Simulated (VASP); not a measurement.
# Cs2SnI6 (Fm-3m) in VASP: further runs, part 2 of 3

VASP 6.6.1. Earlier steps stand in the parts before.

### 3 Relaxation of cell and atoms, PBEsol

This run uses another cell than the first one, of 43.67 Å³/atom, 0.996 times its volume.

INCAR

```
PREC = Accurate
ENCUT = 600
EDIFF = 1E-6
ISMEAR = 0
SIGMA = 0.03
LREAL = F
LASPH = T
NELM = 80
ALGO = Normal
ISIF = 3
LWAVE = F
LCHARG = F
GGA = PS
IBRION = 2
NSW = 90
EDIFFG = -0.01
KPAR = 2
```

KPOINTS

```
Automatic mesh
0
Gamma
  6 6 6
```

POSCAR

```
Cs2SnI6
1.0
    0.0000000000      5.8138000000      5.8138000000
    5.8138000000      0.0000000000      5.8138000000
    5.8138000000      5.8138000000      0.0000000000
Cs Sn I
2 1 6
Direct
    0.2500000000      0.2500000000      0.2500000000
    0.7500000000      0.7500000000      0.7500000000
    0.0000000000      0.0000000000      0.0000000000
    0.7546400000      0.2453600000      0.2453600000
    0.2453600000      0.7546400000      0.2453600000
    0.2453600000      0.7546400000      0.7546400000
    0.7546400000      0.2453600000      0.7546400000
    0.2453600000      0.2453600000      0.7546400000
    0.7546400000      0.7546400000      0.2453600000
```

Potentials or basis: VASP PAW PBE potentials, release 64 (Cs_sv, Sn_d, I).

Launch:

```bash
cat potpaw_PBE.64/Cs_sv/POTCAR potpaw_PBE.64/Sn_d/POTCAR potpaw_PBE.64/I/POTCAR > POTCAR
mpirun -np 2 vasp_std > vasp.out
```

OUTCAR:

```text
PREC = Accurate
   ENCUT = 600
   EDIFF = 1E-6
   ISMEAR = 0
   LREAL = F
   LASPH = T
   NELM = 80
   ISIF = 3
   GGA = PS
   IBRION = 2
   NSW = 90
   EDIFFG = -0.01

 ion  position               nearest neighbor table
   1  0.250  0.250  0.250-
   2  0.750  0.750  0.750-
   3  0.000  0.000  0.000-   4 2.85   5 2.85   6 2.85   7 2.85   8 2.85   9 2.85
   4  0.755  0.245  0.245-   3 2.85
   5  0.245  0.755  0.245-   3 2.85
   6  0.245  0.755  0.755-   3 2.85
   7  0.755  0.245  0.755-   3 2.85
   8  0.245  0.245  0.755-   3 2.85
   9  0.755  0.755  0.245-   3 2.85

  LATTYP: Found a face centered cubic cell.
 ALAT       =    11.6276000000

  Lattice vectors:

 A1 = (   0.0000000000,   5.8138000000,   5.8138000000)
 A2 = (   5.8138000000,   0.0000000000,   5.8138000000)
 A3 = (   5.8138000000,   5.8138000000,   0.0000000000)

Analysis of symmetry for initial positions (statically):
=====================================================================
 Subroutine PRICEL returns:
 Original cell was already a primitive cell.

 Routine SETGRP: Setting up the symmetry group for a
 face centered cubic supercell.

 Subroutine GETGRP returns: Found 48 space group operations
[... 162 lines left out ...]
--------------------------------------- Ionic step        1  -------------------------------------------

 number of electron      73.9999996 magnetization

 Free energy of the ion-electron system (eV)
  ---------------------------------------------------
  ext. energy  EPLUGINS =         0.00000000
  ---------------------------------------------------
  free energy    TOTEN  =       -24.86777578 eV

  energy without entropy =      -24.86773247  energy(sigma->0) =      -24.86775413

------------------------ aborting loop because EDIFF is reached ----------------------------------------

  FORCE on cell =-STRESS in cart. coord.  units (eV):
  Direction    XX          YY          ZZ          XY          YZ          ZX
  --------------------------------------------------------------------------------------
  -------------------------------------------------------------------------------------
  Total        0.2423908      0.2423908      0.2423908      0.0000000      0.0000000      0.0000000
  in kB        0.9881352      0.9881352      0.9881352      0.0000000      0.0000000      0.0000000
  external PRESSURE =       0.9881352 kB  Pullay stress =       0.0000000 kB
[... 159 lines left out ...]
--------------------------------------- Ionic step        5  -------------------------------------------

 number of electron      73.9999998 magnetization

 Free energy of the ion-electron system (eV)
  ---------------------------------------------------
  ext. energy  EPLUGINS =         0.00000000
  ---------------------------------------------------
  free energy    TOTEN  =       -24.87952344 eV

  energy without entropy =      -24.87916844  energy(sigma->0) =      -24.87934594

 E-fermi :   1.9694     XC(G=0):  -8.2044

 val. band max:        1.9472947531   @ k =   0.0000   0.0000   0.0000
 cond. band min:       2.2492267215   @ k =   0.1667   0.0000   0.0000
 fundamental gap:      0.3019319683
 Fermi energy:         1.9693725219

 k-point     1 :       0.0000    0.0000    0.0000
  band No.  band energies     occupation
      1     -19.3991      2.00000
      2     -19.3991      2.00000
      3     -19.3456      2.00000
      4     -19.3456      2.00000
      5     -19.3456      2.00000
      6     -18.4448      2.00000
[... 777 lines left out ...]
  FREE ENERGIE OF THE ION-ELECTRON SYSTEM (eV)
  ---------------------------------------------------
  free  energy   TOTEN  =       -24.8795234367 eV

  energy  without entropy=      -24.8791684435  energy(sigma->0) =      -24.87934594

 reached required accuracy - stopping structural energy minimisation
```

It took 15 min on 2 MPI ranks of Intel Xeon Platinum 8488C (Sapphire Rapids), shared host; peak memory 0.94 GiB.

Results:

| Quantity | Value |
| --- | --- |
| Free energy | -24.8795 eV |
| Relaxed volume | 43.08 Å³/atom |
| Relaxed cell | a = 8.185 Å, b = 8.185 Å, c = 8.185 Å, α = 60.00°, β = 60.00°, γ = 60.00° |
| Space group after relaxing (to 0.05 Å) | Fm-3m (No. 225) |
| Energy gained by relaxing | 1.3 meV/atom |
| Ionic steps | 5 |
| Pressure after relaxing | 0.0 GPa |
| Largest force after relaxing | 0.006 eV/Å |
| Band gap on the k mesh | none (metal or under the smearing width) |

Forces on the atoms (eV/Å):
```
Cs   0.000  0.000  0.000
Cs   0.000  0.000  0.000
Sn   0.000  0.000  0.000
I    0.006  0.000  0.000
I    0.000  0.006  0.000
I   -0.006  0.000  0.000
I    0.000 -0.006  0.000
I    0.000  0.000  0.006
I    0.000  0.000 -0.006
```

The path:
| step | energy change (eV) | largest force (eV/Å) | pressure (GPa) | volume (Å³) |
| --- | --- | --- | --- | --- |
| 1 | 0.0000 | 0.1348 | 0.10 | 393.02 |
| 2 | -0.0041 | 0.0686 | -0.07 | 394.55 |
| 3 | -0.0045 | 0.0373 | -0.15 | 395.33 |
| 4 | -0.0073 | 0.0311 | -0.12 | 393.42 |
| 5 | -0.0117 | 0.0061 | -0.03 | 387.73 |

Final structure:
```xyz
9
Lattice="0.0000 5.7876 5.7876 5.7876 0.0000 5.7876 5.7876 5.7876 0.0000" Properties=species:S:1:pos:R:3 pbc="T T T"
Cs    2.8938    2.8938    2.8938
Cs    8.6814    8.6814    8.6814
Sn    0.0000    0.0000    0.0000
I     2.8705    5.7876    5.7876
I     5.7876    2.8705    5.7876
I     8.7047    5.7876    5.7876
I     5.7876    8.7047    5.7876
I     5.7876    5.7876    2.8705
I     5.7876    5.7876    8.7047
```

Levels at points of the mesh, in eV from the Fermi level:
```tsv
k point	band 33	band 34	band 35	band 36	band 37	band 38	band 39	band 40	band 41	band 42
(0.00, 0.00, 0.00)	-0.50	-0.50	-0.09	-0.02	-0.02	-0.02	3.84	3.84	3.84	3.96
(0.50, 0.00, 0.00)	-0.48	-0.48	-0.44	-0.32	-0.32	0.98	3.28	5.00	5.00	5.08
(0.50, 0.50, 0.00)	-1.11	-0.75	-0.75	-0.65	-0.05	1.36	4.38	4.38	4.56	5.67
```

Caveat: the PAW data sets were made with another functional, which shifts forces and pressure a little. The run has no spin-orbit coupling, so splittings on Cs, I are missing.

### 4 Relaxation of cell and atoms, PBEsol

This run uses another cell than the first one, of 43.08 Å³/atom, 0.982 times its volume.

Changes to INCAR since step 3:

```diff
@@ -2,3 +2,3 @@
 ENCUT = 600
-EDIFF = 1E-6
+EDIFF = 1E-7
 ISMEAR = 0
@@ -15,3 +15,3 @@
 NSW = 90
-EDIFFG = -0.01
+EDIFFG = -0.005
 KPAR = 2
```

KPOINTS is that of step 3.

POSCAR

```
Cs2SnI6                                 
1.0
    0.0000000000      5.7875973996      5.7875973996
    5.7875973996      0.0000000000      5.7875973996
    5.7875973996      5.7875973996     -0.0000000000
  Cs              Sn              I             
     2     1     6
Direct
     0.2500000000000000    0.2500000000000000    0.2500000000000000
     0.7500000000000000    0.7500000000000000    0.7500000000000000
     0.0000000000000000    0.0000000000000000    0.0000000000000000
     0.7520138496949527    0.2479861503050474    0.2479861503050474
     0.2479861503050474    0.7520138496949527    0.2479861503050474
     0.2479861503050474    0.7520138496949527    0.7520138496949527
     0.7520138496949527    0.2479861503050474    0.7520138496949527
     0.2479861503050474    0.2479861503050474    0.7520138496949527
     0.7520138496949527    0.7520138496949527    0.2479861503050474
```

Launch:

```bash
cat potpaw_PBE.64/Cs_sv/POTCAR potpaw_PBE.64/Sn_d/POTCAR potpaw_PBE.64/I/POTCAR > POTCAR
mpirun -np 2 vasp_std > vasp.out
```

Wall time 13 min (2 MPI ranks of Intel Xeon Platinum 8488C (Sapphire Rapids), shared host); peak memory 0.95 GiB.

Results (log left out):

* Free energy: -24.8794 eV
* Relaxed volume: 42.91 Å³/atom
* Relaxed cell: a = 8.174 Å, b = 8.174 Å, c = 8.174 Å, α = 60.00°, β = 60.00°, γ = 60.00°
* Space group after relaxing (to 0.05 Å): Fm-3m (No. 225)
* Energy gained by relaxing: 0.0 meV/atom
* Ionic steps: 5
* Pressure after relaxing: 0.0 GPa
* Largest force after relaxing: 0.003 eV/Å
* Band gap on the k mesh: none (metal or under the smearing width)

Forces in eV/Å, atoms in the order of the input:
```
Cs   0.000  0.000  0.000
Cs   0.000  0.000  0.000
Sn   0.000  0.000  0.000
I    0.003  0.000  0.000
I    0.000  0.003  0.000
I   -0.003  0.000  0.000
I    0.000 -0.003  0.000
I    0.000  0.000  0.003
I    0.000  0.000 -0.003
```

Step by step:
```
step  energy change (eV)  largest force (eV/Å)  pressure (GPa)  volume (Å³)
   1              0.0000                0.0059           -0.03       387.73
   2             -0.0001                0.0096           -0.01       387.31
   3             -0.0001                0.0138            0.01       386.84
   4             -0.0001                0.0112            0.01       386.68
   5             -0.0002                0.0034            0.01       386.19
```

Final structure:
```
Cs Sn I
1.0
     0.00000    5.77993    5.77993
     5.77993    0.00000    5.77993
     5.77993    5.77993    0.00000
Cs Sn I
2 1 6
Direct
  0.25000 0.25000 0.25000
  0.75000 0.75000 0.75000
  0.00000 0.00000 0.00000
  0.75172 0.24828 0.24828
  0.24828 0.75172 0.24828
  0.24828 0.75172 0.75172
  0.75172 0.24828 0.75172
  0.24828 0.24828 0.75172
  0.75172 0.75172 0.24828
```

Levels at points of the mesh, in eV from the Fermi level:
```
           k point  band 33  band 34  band 35  band 36  band 37  band 38  band 39  band 40  band 41  band 42
(0.00, 0.00, 0.00)    -0.50    -0.50    -0.10    -0.02    -0.02    -0.02     3.84     3.84     3.84     3.96
(0.50, 0.00, 0.00)    -0.48    -0.48    -0.45    -0.32    -0.32     0.97     3.27     5.00     5.00     5.08
(0.50, 0.50, 0.00)    -1.13    -0.76    -0.76    -0.65    -0.06     1.36     4.38     4.38     4.55     5.67
```

Caveat: the PAW data sets were made with another functional, which shifts forces and pressure a little.

[end of part 2 of 3]
